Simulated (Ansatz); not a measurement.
# HfSiO₄ (monoclinic HfO2 sites, Pc) by several functionals

All numbers come from Ansatz. Values at 0 K without nuclear motion; no magnetic order is allowed, and the phase may be a hypothetical one.

A 12-atom cell of HfSiO₄ built on monoclinic HfO2 (relaxed group Pc), relaxed with r2SCAN. Hf is surrounded by 7 O at 2.06–2.21 Å; Si is surrounded by 5 O at 1.68–1.95 Å; O is surrounded by 1 Si at 1.69 Å and 2 Hf at 2.06–2.20 Å; O is surrounded by 1 Si at 1.76 Å and 2 Hf at 2.10–2.21 Å; O is surrounded by 1 Si at 1.68 Å and 2 Hf at 2.07–2.18 Å; O is surrounded by 2 Si at 1.69–1.95 Å and 1 Hf at 2.14 Å.

Space group Pc (No. 7). a = 4.658 Å, b = 4.856 Å, c = 5.210 Å, α = 90.00°, β = 96.33°, γ = 90.00°
```json
{"atom": "Hf", "site": "2a", "symmetry": "1", "x": "0.2871", "y": "0.2185", "z": "0.7258"}
{"atom": "Si", "site": "2a", "symmetry": "1", "x": "0.7610", "y": "0.7074", "z": "0.7993"}
{"atom": "O", "site": "2a", "symmetry": "1", "x": "0.4533", "y": "0.5766", "z": "0.8958"}
{"atom": "O", "site": "2a", "symmetry": "1", "x": "0.5520", "y": "0.9207", "z": "0.5790"}
{"atom": "O", "site": "2a", "symmetry": "1", "x": "0.0257", "y": "0.0648", "z": "0.3836"}
{"atom": "O", "site": "2a", "symmetry": "1", "x": "0.9209", "y": "0.5232", "z": "0.1165"}
```

Gaps on the r2SCAN cell, each the least over its mesh and the special points:
```csv
level,k mesh,gap (eV),kind,edges,least direct gap (eV)
PBE+SOC,6×6×6,4.24,indirect,"(0.135, 0, -0.083) → Y₂",4.28
r2SCAN,6×6×6,4.82,indirect,"(0.135, 0, -0.083) → Y₂",4.86
HSE06,4×4×4,6.01,indirect,"(0.135, 0, -0.083) → Y₂",6.05
PBE0,4×4×4,6.78,indirect,"(0.135, 0, -0.083) → Y₂",6.83
```
Wave cutoffs: 420 eV, 500 eV (r2SCAN).
Points off the special ones are mesh points or PBE's searched band edges, reused at the other levels. PBE's own run along the path (4.26 eV) came before the search for the edges and missed one, so it isn't listed.

HSE06 gives an indirect gap of 6.01 eV, from k = (0.135, 0, -0.083) to Y₂; the least direct gap is 6.05 eV at Y₂.

All these functionals give a gap of the same kind, indirect.

r2SCAN (ground state on 4×4×4): The electronic dielectric tensor ε∞ is a tensor with principal values 3.93, 4.04, 4.17. Born charges, averaged over directions: Hf +4.90, Si +4.12, O -2.29 to -2.21 e. The program notes that the ground state's band table doesn't vouch for all the bands that the response reads.

Only the levels marked +SOC include spin-orbit coupling.

Coordinates of k points refer to the reciprocal vectors of the primitive cell of the runs.

The meshes of the hybrids are coarse, so their gaps aren't converged to the digits shown.
